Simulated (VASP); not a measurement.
Crystal: Ba.

```
CELL_PARAMETERS angstrom
0.00000 3.23267 3.23267
3.23267 0.00000 3.23267
3.23267 3.23267 0.00000
ATOMIC_POSITIONS crystal
Ba 0.00000 0.00000 0.00000
```

This isn't the form of Ba at room conditions, which is bcc.

| Property | Result |
| --- | --- |
| Program | VASP 6.6.1 |
| Task | single point |
| Functional | PBE |
| Potentials or basis | VASP PAW PBE potentials, release 64 (Ba_sv) |
| Cutoff | 520 eV |
| k mesh | 7 × 7 × 7 |
| Occupations | fermi-dirac, width 0.05 eV |
| Spin | no spin polarisation |

On this cell: pressure -0.3 GPa; band gap on the k mesh none (metal or under the smearing width).

The same run follows on a disturbed copy (cell strained at random at fixed volume):

```
Ba
1.0
     0.03420    3.27748    3.27155
     3.18311    0.03534    3.27040
     3.19681    3.29003    0.02165
Ba
1
Cartesian
  -0.0233 0.0194 -0.0083
```

Q: What changes?

A: The energy (extrapolated to zero smearing) moves by +0.8 meV/atom; pressure -0.3 GPa; band gap on the k mesh none (metal or under the smearing width).

Stress tensor (GPa, compression positive):
```
-0.28 -0.15 -0.07
-0.15 -0.33 -0.06
-0.07 -0.06 -0.32
```
